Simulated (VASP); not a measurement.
# BaO: NMR shieldings, part 3 of 3

Wanted: the shieldings and field gradients at the nuclei of BaO. The cell is of the rock-salt type, one of the forms listed for this formula, which need not be the common one. The start is a cell from a database of measured crystal structures.

VASP 6.6.1, plane waves and PAW; the level of theory is named at each step.

So far. Step 2 (Ground state): The cell has a gap of 1.90 eV on this mesh and a pressure of +4.9 GPa, which holds the misfit of the given cell and coordinates with this functional, and any error of cutoff, mesh and data sets. Spin-orbit coupling is left out, which can shift or reorder these edges.

The database entry behind the starting cell differs from later determinations by our own check (about 0.7 % short), so it need not match the best structure at ambient conditions.

## 4. Another functional, PAW release LDA 64

This step: chemical shifts by linear response (GIPAW), LDA; plane waves and PAW (Ba_sv, O) (VASP 6.6.1).

The functional is changed, to see how much the shieldings depend on it.

The input, INCAR:

```
SYSTEM = BaO
PREC = Accurate
ENCUT = 560
EDIFF = 1E-09
NELM = 100
ISMEAR = 0
SIGMA = 0.01
LREAL = .FALSE.
ALGO = Normal
GGA = CA
NBANDS = 14
LWAVE = .FALSE.
LCHARG = .FALSE.
KPAR = 2
LCHIMAG = .TRUE.
LEFG = .TRUE.
DQ = 0.001
ICHIBARE = 1
LNMR_SYM_RED = .TRUE.
```

The input, POSCAR:

```
BaO
1.0
    0.0000000000      2.7500000000      2.7500000000
    2.7500000000      0.0000000000      2.7500000000
    2.7500000000      2.7500000000      0.0000000000
Ba O
1 1
Direct
    0.0000000000      0.0000000000      0.0000000000
    0.5000000000      0.5000000000      0.5000000000
```

The input, KPOINTS:

```
Automatic mesh
0
Gamma
12 12 12
0 0 0
```

PAW data sets: Ba_sv and O (LDA family, release 64).

Started as:

```sh
mpirun -np 2 vasp_std
```

Output:

```text
[banner, memory and clock lines left out]
running    2 mpi-ranks, on    1 nodes
 distrk:  each k-point on    1 cores,    2 groups
 distr:  one band on    1 cores,    1 groups

 POSCAR found type information on POSCAR BaO
 POSCAR found :  2 types and       2 ions
 LDA part: xc-table for (Slater(with rela. corr.)+CA(PZ))
 , standard interpolation
 POSCAR, INCAR and KPOINTS ok, starting setup
 FFT: planning ... GRIDC
 FFT: planning ... GRID_SOFT
 FFT: planning ... GRID
 WAVECAR not read
 entering main loop
       N       E                     dE             d eps       ncg     rms          rms(c)
DAV:   1     0.830093416739E+02    0.83009E+02   -0.83748E+03  2016   0.113E+03
DAV:   2    -0.115303923283E+02   -0.94540E+02   -0.84292E+02  2768   0.215E+02
DAV:   3    -0.156246566816E+02   -0.40943E+01   -0.40651E+01  2550   0.458E+01
DAV:   4    -0.156863920118E+02   -0.61735E-01   -0.61717E-01  2396   0.551E+00
DAV:   5    -0.156880494995E+02   -0.16575E-02   -0.16574E-02  2500   0.713E-01    0.948E+00
DAV:   6    -0.134438884393E+02    0.22442E+01   -0.90125E+00  2052   0.234E+01    0.650E+00
DAV:   7    -0.131733736649E+02    0.27051E+00   -0.78737E-01  2184   0.697E+00    0.227E+00
DAV:   8    -0.131114890942E+02    0.61885E-01   -0.11053E-01  2340   0.317E+00    0.599E-01
DAV:   9    -0.131102733426E+02    0.12158E-02   -0.95579E-03  2478   0.833E-01    0.197E-01
DAV:  10    -0.131103705919E+02   -0.97249E-04   -0.13064E-03  2196   0.314E-01    0.658E-02
DAV:  11    -0.131103232955E+02    0.47296E-04   -0.19879E-04  2154   0.141E-01    0.315E-02
DAV:  12    -0.131103159551E+02    0.73404E-05   -0.93420E-06  2332   0.299E-02    0.183E-03
DAV:  13    -0.131103159565E+02   -0.14077E-08   -0.54499E-07  2322   0.574E-03    0.145E-03
DAV:  14    -0.131103159805E+02   -0.23960E-07   -0.98136E-08  2368   0.244E-03    0.912E-04
DAV:  15    -0.131103159568E+02    0.23736E-07   -0.38859E-08  2280   0.173E-03    0.632E-05
DAV:  16    -0.131103159563E+02    0.41086E-09   -0.21758E-09  2018   0.359E-04
ion   1
     0.0000000    -0.0000000    -0.0000000     0.0000000    -0.0000000    -0.0000000
     0.0000600    -0.0000000    -0.0000000     0.0000000    -0.0000000    -0.0000000
     0.0000826    -0.0000000    -0.0000000     0.0000000    -0.0000000    -0.0000000
     0.0001137    -0.0000000    -0.0000000     0.0000000    -0.0000000    -0.0000000
     0.0001566    -0.0000000    -0.0000000     0.0000000    -0.0000000    -0.0000000

     0.0000000    -0.0000000    -0.0000000     0.0000000     0.0000000    -0.0000000
     0.0000600    -0.0000000    -0.0000000     0.0000000     0.0000000    -0.0000000
     0.0000826    -0.0000000    -0.0000000     0.0000000     0.0000000    -0.0000000
     0.0001137    -0.0000000    -0.0000000     0.0000000     0.0000000    -0.0000000
     0.0001566    -0.0000000    -0.0000000     0.0000000     0.0000000    -0.0000000

ion   2
     0.0000000    -0.0000000    -0.0000000     0.0000000     0.0000000     0.0000000
     0.0000293    -0.0000000    -0.0000000     0.0000000     0.0000000     0.0000000
     0.0000403    -0.0000000    -0.0000000     0.0000000     0.0000000     0.0000000
     0.0000555    -0.0000000    -0.0000000     0.0000000     0.0000000     0.0000000
     0.0000765    -0.0000000    -0.0000000     0.0000000     0.0000000     0.0000000

     0.0000000    -0.0000000    -0.0000000     0.0000000     0.0000000     0.0000000
     0.0000293    -0.0000000    -0.0000000     0.0000000     0.0000000     0.0000000
     0.0000403    -0.0000000    -0.0000000     0.0000000     0.0000000     0.0000000
     0.0000555    -0.0000000    -0.0000000     0.0000000     0.0000000     0.0000000
     0.0000765    -0.0000000    -0.0000000     0.0000000     0.0000000     0.0000000

   1 F= -.13110316E+02 E0= -.13110316E+02  d E =-.805490E-69
DAV:   1    -0.124567287619E+03   -0.12457E+03    0.00000E+00     0   0.000E+00
DAV:   2    -0.124567287619E+03    0.00000E+00    0.00000E+00     0   0.000E+00
BDIR= 1  IDIR= 2  IQ= -1
DAV:   1    -0.249112701008E+03   -0.24911E+03   -0.77923E-03  2172   0.755E-01
DAV:   2    -0.249112756933E+03   -0.55925E-04   -0.55925E-04  2292   0.166E-01
DAV:   3    -0.249112757074E+03   -0.14045E-06   -0.14042E-06  2684   0.757E-03
DAV:   4    -0.249112757074E+03   -0.83867E-09   -0.87310E-09  2386   0.623E-04
       N       E                     dE             d eps       ncg     rms
RMM:   1    -0.572347832188E+02   -0.57235E+02   -0.99150E+01  3785   0.475E+01
RMM:   2    -0.598004646415E+02   -0.25657E+01   -0.51470E+00  4268   0.712E+00
RMM:   3    -0.599453216450E+02   -0.14486E+00   -0.22337E-01  4265   0.127E+00
RMM:   4    -0.599537920367E+02   -0.84704E-02   -0.23890E-02  4356   0.321E-01
RMM:   5    -0.599542794472E+02   -0.48741E-03   -0.84608E-04  4342   0.600E-02
RMM:   6    -0.599543051297E+02   -0.25682E-04   -0.78725E-05  4215   0.157E-02
RMM:   7    -0.599543071501E+02   -0.20203E-05   -0.48469E-06  4073   0.353E-03
RMM:   8    -0.599543073063E+02   -0.15622E-06   -0.60335E-07  3955   0.972E-04
RMM:   9    -0.599543073252E+02   -0.18900E-07   -0.59284E-08  3561   0.263E-04
RMM:  10    -0.599543073273E+02   -0.21000E-08   -0.88809E-09  2871   0.908E-05
RMM:  11    -0.599543073276E+02   -0.31156E-09   -0.10323E-09  2536   0.528E-05
BDIR= 1  IDIR= 2  IQ=  0
DAV:   1    -0.249134548951E+03   -0.24913E+03   -0.17792E-10  1098   0.111E-04
DAV:   2    -0.249134548951E+03    0.29956E-10   -0.12823E-11  1056   0.282E-05
       N       E                     dE             d eps       ncg     rms
RMM:   1    -0.572683571349E+02   -0.57268E+02   -0.99380E+01  3784   0.475E+01
RMM:   2    -0.598455137398E+02   -0.25772E+01   -0.51701E+00  4265   0.713E+00
RMM:   3    -0.599922004707E+02   -0.14669E+00   -0.22857E-01  4231   0.127E+00
BDIR= 1  IDIR= 2  IQ=  1
DAV:   1    -0.249155892458E+03   -0.24916E+03   -0.77911E-03  2178   0.755E-01
DAV:   2    -0.249155948513E+03   -0.56056E-04   -0.56056E-04  2280   0.166E-01
DAV:   3    -0.249155948655E+03   -0.14164E-06   -0.14160E-06  2724   0.763E-03
DAV:   4    -0.249155948656E+03   -0.79558E-09   -0.81072E-09  2326   0.601E-04
       N       E                     dE             d eps       ncg     rms
RMM:   1    -0.573016791011E+02   -0.57302E+02   -0.99614E+01  3784   0.475E+01
RMM:   2    -0.598901806839E+02   -0.25885E+01   -0.51900E+00  4259   0.714E+00
RMM:   3    -0.600387250886E+02   -0.14854E+00   -0.22973E-01  4267   0.128E+00
RMM:   4    -0.600469788773E+02   -0.82538E-02   -0.22931E-02  4349   0.320E-01
RMM:   5    -0.600474540863E+02   -0.47521E-03   -0.84556E-04  4338   0.603E-02
RMM:   6    -0.600474790479E+02   -0.24962E-04   -0.74790E-05  4210   0.156E-02
RMM:   7    -0.600474809638E+02   -0.19158E-05   -0.46521E-06  4081   0.351E-03
[...]
RMM:   4    -0.546803927154E+02   -0.87164E-02   -0.24506E-02  4407   0.286E-01
RMM:   5    -0.546809573747E+02   -0.56466E-03   -0.15829E-03  4386   0.625E-02
RMM:   6    -0.546810152933E+02   -0.57919E-04   -0.20029E-04  4352   0.168E-02
RMM:   7    -0.546810219066E+02   -0.66134E-05   -0.21943E-05  4259   0.438E-03
RMM:   8    -0.546810228629E+02   -0.95627E-06   -0.37068E-06  4190   0.126E-03
RMM:   9    -0.546810229994E+02   -0.13647E-06   -0.44469E-07  3801   0.376E-04
RMM:  10    -0.546810230213E+02   -0.21871E-07   -0.93225E-08  3025   0.132E-04
RMM:  11    -0.546810230247E+02   -0.34744E-08   -0.10705E-08  2632   0.684E-05
RMM:  12    -0.546810230253E+02   -0.55195E-09   -0.25779E-09  2539   0.524E-05
BDIR= 3  IDIR= 1  IQ=  0
DAV:   1    -0.249134548951E+03   -0.24913E+03   -0.17786E-10  1098   0.111E-04
DAV:   2    -0.249134548951E+03   -0.13472E-10   -0.12544E-11  1056   0.282E-05
       N       E                     dE             d eps       ncg     rms
RMM:   1    -0.524667180790E+02   -0.52467E+02   -0.75951E+01  3947   0.470E+01
RMM:   2    -0.545538124416E+02   -0.20871E+01   -0.71786E+00  4395   0.685E+00
RMM:   3    -0.546844209414E+02   -0.13061E+00   -0.28652E-01  4291   0.117E+00
RMM:   4    -0.546932719042E+02   -0.88510E-02   -0.24915E-02  4363   0.286E-01
RMM:   5    -0.546938435723E+02   -0.57167E-03   -0.16060E-03  4308   0.622E-02
RMM:   6    -0.546939033168E+02   -0.59745E-04   -0.20771E-04  4259   0.168E-02
RMM:   7    -0.546939102279E+02   -0.69111E-05   -0.22966E-05  4136   0.439E-03
RMM:   8    -0.546939112402E+02   -0.10123E-05   -0.39275E-06  4073   0.127E-03
RMM:   9    -0.546939113860E+02   -0.14582E-06   -0.47624E-07  3701   0.379E-04
RMM:  10    -0.546939114096E+02   -0.23652E-07   -0.10096E-07  2935   0.134E-04
RMM:  11    -0.546939114134E+02   -0.37933E-08   -0.11709E-08  2559   0.695E-05
RMM:  12    -0.546939114140E+02   -0.60962E-09   -0.28548E-09  2454   0.528E-05
BDIR= 3  IDIR= 1  IQ=  1
DAV:   1    -0.249114423909E+03   -0.24911E+03   -0.78280E-03  2238   0.756E-01
DAV:   2    -0.249114485301E+03   -0.61392E-04   -0.61392E-04  2238   0.166E-01
DAV:   3    -0.249114485578E+03   -0.27665E-06   -0.27666E-06  2836   0.814E-03
DAV:   4    -0.249114485579E+03   -0.12539E-08   -0.12530E-08  2266   0.626E-04
DAV:   5    -0.249114485579E+03   -0.31292E-10   -0.32990E-10  1748   0.681E-05
       N       E                     dE             d eps       ncg     rms
RMM:   1    -0.524720470217E+02   -0.52472E+02   -0.75981E+01  3949   0.470E+01
RMM:   2    -0.545648932059E+02   -0.20928E+01   -0.72105E+00  4394   0.686E+00
RMM:   3    -0.546965697681E+02   -0.13168E+00   -0.28938E-01  4328   0.117E+00
RMM:   4    -0.547055474687E+02   -0.89777E-02   -0.25251E-02  4407   0.287E-01
RMM:   5    -0.547061321012E+02   -0.58463E-03   -0.16397E-03  4385   0.626E-02
RMM:   6    -0.547061947678E+02   -0.62667E-04   -0.21955E-04  4347   0.172E-02
RMM:   7    -0.547062020195E+02   -0.72517E-05   -0.24014E-05  4241   0.439E-03
RMM:   8    -0.547062030917E+02   -0.10722E-05   -0.41771E-06  4172   0.130E-03
RMM:   9    -0.547062032475E+02   -0.15583E-06   -0.51125E-07  3783   0.387E-04
RMM:  10    -0.547062032731E+02   -0.25540E-07   -0.10920E-07  3015   0.138E-04
RMM:  11    -0.547062032772E+02   -0.41287E-08   -0.12779E-08  2613   0.706E-05
RMM:  12    -0.547062032779E+02   -0.67053E-09   -0.31473E-09  2527   0.532E-05
BDIR= 3  IDIR= 2  IQ= -1
DAV:   1    -0.249112701008E+03   -0.24911E+03   -0.77923E-03  2172   0.755E-01
DAV:   2    -0.249112756933E+03   -0.55925E-04   -0.55925E-04  2292   0.166E-01
DAV:   3    -0.249112757074E+03   -0.14041E-06   -0.14042E-06  2684   0.757E-03
DAV:   4    -0.249112757074E+03   -0.91012E-09   -0.87307E-09  2386   0.623E-04
       N       E                     dE             d eps       ncg     rms
RMM:   1    -0.608993933801E+02   -0.60899E+02   -0.11377E+02  3876   0.484E+01
RMM:   2    -0.644215282775E+02   -0.35221E+01   -0.10783E+01  4340   0.816E+00
RMM:   3    -0.646060061746E+02   -0.18448E+00   -0.34555E-01  4254   0.134E+00
RMM:   4    -0.646171396967E+02   -0.11134E-01   -0.31495E-02  4354   0.334E-01
RMM:   5    -0.646178429657E+02   -0.70327E-03   -0.18591E-03  4339   0.677E-02
RMM:   6    -0.646179105863E+02   -0.67621E-04   -0.23060E-04  4258   0.184E-02
RMM:   7    -0.646179181993E+02   -0.76130E-05   -0.25270E-05  4128   0.460E-03
RMM:   8    -0.646179193176E+02   -0.11183E-05   -0.43120E-06  4059   0.137E-03
RMM:   9    -0.646179194797E+02   -0.16212E-06   -0.53493E-07  3698   0.416E-04
RMM:  10    -0.646179195060E+02   -0.26325E-07   -0.11208E-07  2884   0.146E-04
RMM:  11    -0.646179195103E+02   -0.42404E-08   -0.13154E-08  2489   0.738E-05
RMM:  12    -0.646179195110E+02   -0.68421E-09   -0.32025E-09  2413   0.542E-05
BDIR= 3  IDIR= 2  IQ=  0
DAV:   1    -0.249134548951E+03   -0.24913E+03   -0.17787E-10  1098   0.111E-04
DAV:   2    -0.249134548951E+03    0.24926E-10   -0.12788E-11  1056   0.282E-05
       N       E                     dE             d eps       ncg     rms
RMM:   1    -0.608452319711E+02   -0.60845E+02   -0.11330E+02  3873   0.484E+01
RMM:   2    -0.643617030175E+02   -0.35165E+01   -0.10595E+01  4338   0.816E+00
RMM:   3    -0.645557128714E+02   -0.19401E+00   -0.36479E-01  4217   0.136E+00
RMM:   4    -0.645669501182E+02   -0.11237E-01   -0.30594E-02  4318   0.335E-01
RMM:   5    -0.645676532421E+02   -0.70312E-03   -0.19585E-03  4271   0.681E-02
RMM:   6    -0.645677224562E+02   -0.69214E-04   -0.22081E-04  4195   0.182E-02
RMM:   7    -0.645677296170E+02   -0.71609E-05   -0.23491E-05  4048   0.451E-03
RMM:   8    -0.645677306606E+02   -0.10436E-05   -0.40283E-06  3969   0.132E-03
RMM:   9    -0.645677308107E+02   -0.15005E-06   -0.49076E-07  3619   0.399E-04
RMM:  10    -0.645677308349E+02   -0.24196E-07   -0.10313E-07  2816   0.140E-04
RMM:  11    -0.645677308388E+02   -0.38695E-08   -0.11939E-08  2445   0.720E-05
RMM:  12    -0.645677308394E+02   -0.61871E-09   -0.28936E-09  2350   0.536E-05
BDIR= 3  IDIR= 2  IQ=  1
DAV:   1    -0.249155892458E+03   -0.24916E+03   -0.77911E-03  2178   0.755E-01
DAV:   2    -0.249155948513E+03   -0.56056E-04   -0.56056E-04  2280   0.166E-01
DAV:   3    -0.249155948655E+03   -0.14163E-06   -0.14160E-06  2724   0.763E-03
DAV:   4    -0.249155948656E+03   -0.81982E-09   -0.81077E-09  2326   0.601E-04
       N       E                     dE             d eps       ncg     rms
RMM:   1    -0.608187377559E+02   -0.60819E+02   -0.11312E+02  3867   0.484E+01
RMM:   2    -0.643137213675E+02   -0.34950E+01   -0.10481E+01  4332   0.815E+00
RMM:   3    -0.645051086076E+02   -0.19139E+00   -0.35995E-01  4254   0.136E+00
RMM:   4    -0.645161572800E+02   -0.11049E-01   -0.30138E-02  4355   0.334E-01
RMM:   5    -0.645168390693E+02   -0.68179E-03   -0.18808E-03  4335   0.674E-02
RMM:   6    -0.645169051782E+02   -0.66109E-04   -0.21293E-04  4258   0.181E-02
RMM:   7    -0.645169120259E+02   -0.68477E-05   -0.22383E-05  4142   0.447E-03
RMM:   8    -0.645169130088E+02   -0.98296E-06   -0.37963E-06  4058   0.130E-03
RMM:   9    -0.645169131488E+02   -0.14001E-06   -0.45657E-07  3689   0.388E-04
RMM:  10    -0.645169131712E+02   -0.22311E-07   -0.95024E-08  2878   0.137E-04
RMM:  11    -0.645169131747E+02   -0.35408E-08   -0.10921E-08  2507   0.709E-05
RMM:  12    -0.645169131753E+02   -0.55913E-09   -0.26092E-09  2404   0.531E-05
       N       E                     dE             d eps       ncg     rms
RLQ:   1    -0.499150658205E+00   -0.49915E+00   -0.14077E+00  3099   0.609E+00
RLQ:   2    -0.541827324460E+00   -0.42677E-01   -0.10360E-01  3768   0.713E-01
RLQ:   3    -0.544821706333E+00   -0.29944E-02   -0.66960E-03  3856   0.143E-01
RLQ:   4    -0.544945490153E+00   -0.12378E-03   -0.27800E-04  3733   0.297E-02
RLQ:   5    -0.544953639243E+00   -0.81491E-05   -0.25366E-05  3363   0.731E-03
RLQ:   6    -0.544954218123E+00   -0.57888E-06   -0.20452E-06  3046   0.156E-03
RLQ:   7    -0.544954279116E+00   -0.60993E-07   -0.21242E-07  2809   0.420E-04
RLQ:   8    -0.544954286369E+00   -0.72525E-08   -0.29415E-08  2428   0.136E-04
RLQ:   9    -0.544954287330E+00   -0.96083E-09   -0.36642E-09  2004   0.597E-05
```

Wall time 5.3 min (2 MPI ranks of Intel Xeon 6975P-C (Granite Rapids), shared host); peak memory 0.76 GiB; 11 min of CPU time.

From OUTCAR (step 4):

```text
The static configuration has the point symmetry O_h .

 Found     72 irreducible k-points:

   NELECT =      16.0000    total number of electrons

  Total       -0.2394710     -0.2394710     -0.2394710     -0.0000000      0.0000000      0.0000000
  in kB       -9.2243447     -9.2243447     -9.2243447     -0.0000000      0.0000000      0.0000000
  external PRESSURE =      -9.2243447 kB  Pullay stress =       0.0000000 kB

 POSITION                                       TOTAL-FORCE (eV/Angst)
 -----------------------------------------------------------------------------------
      0.00000      0.00000      0.00000         0.000000     -0.000000     -0.000000
      2.75000      2.75000      2.75000        -0.000000      0.000000      0.000000
 -----------------------------------------------------------------------------------
    total drift:                                0.000000      0.000000      0.000000

  ORBITAL MAGNETIC SUSCEPTIBILITY, excluding core contribution
 -------------------------------------------------------------
  Approximate magnetic susceptibility, pGv (10^-6 cm^3/mole)
     1        -18.672519         -0.000000          0.000000
     2         -0.000000        -18.672519          0.000000
     3         -0.000000         -0.000000        -18.672519
 -------------------------------------------------------------
  Approximate magnetic susceptibility, vGv (10^-6 cm^3/mole)
     1        -12.569868          0.000000         -0.000000
     2          0.000000        -12.569868         -0.000000
     3         -0.000000         -0.000000        -12.569868

  BDIR labels direction of applied magnetic field (i.e. B0)
  For BDIR==1, B0 along x-axis, etc.
  Induced field listed along cartesian directions for each BDIR
 ------------------------------------------------------------------------------------------
                 EXCLUDING G=0 CONTRIBUTION              INCLUDING G=0 CONTRIBUTION
 ------------------------------------------------------------------------------------------
  ion  BDIR            X           Y           Z                X           Y           Z
          (   iso_shield        span        skew ) (   iso_shield        span        skew )
 ------------------------------------------------------------------------------------------
    1     1    4211.0393     -0.0000     -0.0000        4220.9353     -0.0000     -0.0000
          2       0.0000   4211.0393      0.0000           0.0000   4220.9353      0.0000
          3      -0.0000      0.0000   4211.0393          -0.0000      0.0000   4220.9353
          (    4211.0393      0.0000      0.0000 ) (    4220.9353      0.0000      0.0000 )

    2     1    -519.6142      0.0000      0.0000        -509.7182      0.0000      0.0000
          2       0.0000   -519.6142      0.0000           0.0000   -509.7182      0.0000
          3      -0.0000      0.0000   -519.6142          -0.0000      0.0000   -509.7182
          (    -519.6142      0.0000      0.0000 ) (    -509.7182      0.0000      0.0000 )
 ------------------------------------------------------------------------------------------

[... 10 parts as in an earlier step ...]

[... 1 further part left out ...]
```

This step gave:

```yaml
free_energy_toten: -13.11 eV
fermi_energy: 1.81 eV
pressure: -0.9224 GPa
gap_on_the_k_mesh: 1.746 eV
least_direct_gap_on_the_k_mesh: 1.746 eV
```

Valence and core; the G = 0 term is that of a spherical sample. NMR shielding, by row:

```
atom  isotropic shielding (ppm)  span (ppm)  skew  isotropic shielding without the G = 0 term (ppm)
 Ba1                       4221           0     -                                              4211
  O2                     -509.7           0     -                                            -519.6
```

Ordered as |Vzz| ≥ |Vxx| ≥ |Vyy|, the program's way. Electric field gradients, by row:

```csv
atom,Vxx (V/Å²),Vyy (V/Å²),Vzz (V/Å²),asymmetry
Ba1,0,0,0,-
O2,0.001,0.001,-0.002,-
```

Against the first shielding run the largest change is -128.8 ppm, on Ba1.

## 5. Summary

This step: chemical shifts by linear response (GIPAW), PBE, LDA; plane waves and PAW (VASP 6.6.1).

This step runs nothing: it gathers the runs above.

Isotropic shieldings. Cost is wall time times ranks on a shared host. Shieldings by setting:

```csv
run,ENCUT (eV),k mesh,"Ba1, Wyckoff letter a (ppm)","O2, Wyckoff letter b (ppm)",cost (core minutes)
first shielding run,560,12x12x12,4350,-464.9,10.54
another functional,560,12x12x12,4221,-509.7,10.6
```

## 6. Results

```json
{
 "Ba, isotropic shielding": "4349.7 ppm",
 "O, isotropic shielding": "-464.9 ppm"
}
```

**Reading.** At PBE, in the first shielding run, the isotropic shieldings are Ba 4349.7 ppm; O -464.9 ppm. In the first shielding run all tensors are isotropic to 0.5 ppm, as the cubic site symmetry asks. In the undistorted cell the field gradients vanish by symmetry; what its table shows is numerical noise. Against the first shielding run, the one with another functional moves the shieldings by at most 129 ppm. Shifts were not obtained, since a shift is the shielding of a reference compound, computed alike, less these values. The G = 0 term is the part set by the sample's shape, taken here for a sphere. Spin-orbit effects on the shifts of and near heavy atoms are left out. No finer mesh was run, so convergence in it isn't shown. VASP's guide advises LASPH and NLSPLINE for shieldings, which this input doesn't set; the effect wasn't tested. The cell is of the rock-salt type, one of the forms listed for this formula, which need not be the common one. The given cell is kept, although it stands at +4.9 GPa at PBE and ENCUT = 560 eV, which holds the mismatch of the given cell with this functional, any error of the entry itself and any basis-set error.

[Lines on the potential files, build, host, timing and source positions are cut from VASP's logs without a mark.]

[Logs are printed without paths, hosts, clocks, repeated set-up lines and the standing remarks that a program may print on its own settings, such as how far it seeks lower states.]

[Hosts, paths, dates, database ids (printed as entryN), source tags and the programs' standing remarks are cut or masked in the printed files.]
